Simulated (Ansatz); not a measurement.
Nudged elastic band run: Mg$_{8}$HO$_{8}$, charge +1

input.yaml

```yaml
crystal:
  lattice:
    - [0.0, 3.758, 3.758]
    - [3.758, 0.0, 3.758]
    - [3.758, 3.758, 0.0]
  atoms:
    - { symbol: Mg, position: [-0.0008423, -0.00099521, 0.00320831] }
    - { symbol: O, position: [0.24313559, 0.24295385, 0.27143019] }
    - { symbol: Mg, position: [-0.01579014, -0.01591915, 0.51104503] }
    - { symbol: O, position: [0.24916573, 0.24896352, 0.7506708] }
    - { symbol: Mg, position: [-0.00263282, 0.49787794, 0.00725371] }
    - { symbol: O, position: [0.24765751, 0.74950918, 0.25380855] }
    - { symbol: Mg, position: [-0.0159488, 0.52136154, 0.51099268] }
    - { symbol: O, position: [0.24923504, 0.75143415, 0.75078659] }
    - { symbol: Mg, position: [0.49805014, -0.00285185, 0.00727928] }
    - { symbol: O, position: [0.74968421, 0.24752898, 0.25378172] }
    - { symbol: Mg, position: [0.52164629, -0.01614451, 0.51097043] }
    - { symbol: O, position: [0.75153021, 0.24906218, 0.75083449] }
    - { symbol: Mg, position: [0.49810298, 0.497952, 0.00733245] }
    - { symbol: O, position: [0.7496336, 0.74943992, 0.25372288] }
    - { symbol: Mg, position: [0.49971359, 0.49956284, 0.50153334] }
    - { symbol: O, position: [0.74336748, 0.74315029, 0.77086906] }
    - { symbol: H, position: [0.16745966, 0.1670307, 0.49950639] }
total_charge: 1
basis:
  ecutwfc: 420.0
kpoints:
  mp_grid: { grid: [3, 3, 3] }
hamiltonian:
  xc: pbe
scf:
  occupations: { method: fermi_dirac, width: 0.02 }
  lower_state_search: "off"
neb:
  images: 5
  f_tol: 0.03
  initial_path: linear
  max_iterations: 80
  spring: 2.0
  final_atoms:
    - { symbol: Mg, position: [-0.01114059, 0.01609599, 0.01627058] }
    - { symbol: O, position: [0.24596758, 0.25066155, 0.25086328] }
    - { symbol: Mg, position: [-0.01115224, 0.01607617, 0.47900311] }
    - { symbol: O, position: [0.24598103, 0.25067117, 0.75267979] }
    - { symbol: Mg, position: [-0.01114058, 0.47877705, 0.01627067] }
    - { symbol: O, position: [0.24596755, 0.75251076, 0.25086329] }
    - { symbol: Mg, position: [-0.00178337, 0.50053402, 0.50071848] }
    - { symbol: O, position: [0.2284029, 0.7571343, 0.75733176] }
    - { symbol: Mg, position: [0.49660163, 0.00107409, 0.00125334] }
    - { symbol: O, position: [0.72899077, 0.25693375, 0.25714484] }
    - { symbol: Mg, position: [0.49259949, 0.00297456, 0.50230209] }
    - { symbol: O, position: [0.74891014, 0.24864222, 0.75132494] }
    - { symbol: Mg, position: [0.49258772, 0.5021105, 0.00319444] }
    - { symbol: O, position: [0.74893579, 0.75113451, 0.2487983] }
    - { symbol: Mg, position: [0.49259947, 0.50212702, 0.5023021] }
    - { symbol: O, position: [0.74891019, 0.75112583, 0.75132497] }
    - { symbol: H, position: [0.00048335, -0.16691631, 0.83335201] }
  order_check: true
```

Run as:

```bash
$ ansatz run input.yaml --threads 2 --pin off --max-ram 5120MiB --backend cpu --events-out ev --progress --plain --runs-dir out
```

Output, in part (warnings, iteration lines):

```
NEB end point (image 0): max|allowed force component| = 1.984e-2 eV/Å (the criterion of neb.relax_end_points is 1.000e-2)
NEB end point (image 6): max|allowed force component| = 4.360e-3 eV/Å (the criterion of neb.relax_end_points is 1.000e-2)
NEB iter   1: max|band force component| = 7.386e0 eV/Å  barrier→ = 1.5856 eV  barrier← = 1.5857 eV  Δτ_max = 0.0769 Å  (56 SCF iters)
NEB iter   2: max|band force component| = 4.402e0 eV/Å  barrier→ = 0.9199 eV  barrier← = 0.9200 eV  Δτ_max = 0.1276 Å  (32 SCF iters)
NEB iter   3: max|band force component| = 1.396e0 eV/Å  barrier→ = 0.3665 eV  barrier← = 0.3666 eV  Δτ_max = 0.0930 Å  (35 SCF iters)
NEB iter   4: max|band force component| = 8.153e-1 eV/Å  barrier→ = 0.3046 eV  barrier← = 0.3047 eV  Δτ_max = 0.1094 Å  (33 SCF iters)
NEB iter   5: max|band force component| = 6.181e-1 eV/Å  barrier→ = 0.2275 eV  barrier← = 0.2276 eV  Δτ_max = 0.0439 Å  (32 SCF iters)
NEB iter   6: max|band force component| = 6.158e-1 eV/Å  barrier→ = 0.1961 eV  barrier← = 0.1962 eV  CI = image 1  Δτ_max = 0.1997 Å  (30 SCF iters)
NEB iter   7: max|band force component| = 5.791e-1 eV/Å  barrier→ = 0.2721 eV  barrier← = 0.2721 eV  CI = image 1  Δτ_max = 0.0535 Å  (31 SCF iters)
NEB iter   8: max|band force component| = 6.558e-1 eV/Å  barrier→ = 0.2551 eV  barrier← = 0.2551 eV  CI = image 1  Δτ_max = 0.0266 Å  (27 SCF iters)
NEB iter   9: max|band force component| = 1.275e-1 eV/Å  barrier→ = 0.2497 eV  barrier← = 0.2497 eV  CI = image 1  Δτ_max = 0.0327 Å  (29 SCF iters)
NEB iter  10: max|band force component| = 1.047e-1 eV/Å  barrier→ = 0.2462 eV  barrier← = 0.2462 eV  CI = image 1  Δτ_max = 0.0232 Å  (25 SCF iters)
NEB iter  11: max|band force component| = 6.117e-2 eV/Å  barrier→ = 0.2440 eV  barrier← = 0.2440 eV  CI = image 1  Δτ_max = 0.0183 Å  (24 SCF iters)
NEB iter  12: max|band force component| = 1.092e-1 eV/Å  barrier→ = 0.2428 eV  barrier← = 0.2429 eV  CI = image 1  Δτ_max = 0.0091 Å  (24 SCF iters)
NEB iter  13: max|band force component| = 4.725e-2 eV/Å  barrier→ = 0.2422 eV  barrier← = 0.2423 eV  CI = image 1  Δτ_max = 0.0114 Å  (22 SCF iters)
NEB iter  14: max|band force component| = 3.468e-2 eV/Å  barrier→ = 0.2417 eV  barrier← = 0.2418 eV  CI = image 1  Δτ_max = 0.0102 Å  (24 SCF iters)
NEB iter  15: max|band force component| = 2.910e-2 eV/Å  barrier→ = 0.2413 eV  barrier← = 0.2414 eV  CI = image 1  Δτ_max = 0.0083 Å  (21 SCF iters)
NEB iter  16: max|band force component| = 2.534e-2 eV/Å  barrier→ = 0.2411 eV  barrier← = 0.2411 eV  CI = image 1  CI's point: of a kind that is not told: the force calls were inconclusive, a negative curvature could not be distinguished from the path's own, the only one lies far off the path, or fixed occupations may fill a level only in part  Δτ_max = 0.0000 Å  (476 SCF iters)
```

The run converged. The band force fell under the threshold earlier too, but the program's further tests of the path sent the band on. The profile has 2 maxima (images 1, 4) with wells between them (image 3): this band takes more than one step, which may be the mechanism or a detour left from its start path. By the program's own check the climbing image is of a kind that is not told: the force calls were inconclusive, a negative curvature could not be distinguished from the path's own, the only one lies far off the path, or fixed occupations may fill a level only in part (lowest curvatures found: -3.71 and 0.42 eV/Å²). Limits of this set-up: a small cell, in which the defect meets its images, a typed lattice constant that wasn't relaxed here, charged cell in a uniform background, uncorrected.

Final band (atoms are numbered from 1 in the order of the input):

```csv
image,path coordinate (Å),energy (eV),O2–H17 (Å),Mg7–H17 (Å),Mg11–H17 (Å)
0,0.00,0.000,0.99,1.65,1.65
1,0.75,0.241,1.19,2.24,1.52
2,1.18,0.113,1.57,2.21,1.57
3,1.59,0.016,1.94,2.19,1.71
4,2.01,0.172,2.20,2.33,2.03
5,2.42,0.144,2.55,2.67,2.37
6,2.84,0.000,2.86,3.07,2.63
```

The run took 6.6 min on 2 threads of INTEL(R) XEON(R) PLATINUM 8581C CPU @ 2.30GHz (Emerald Rapids), with other jobs on the host, peak memory 0.88 GiB.
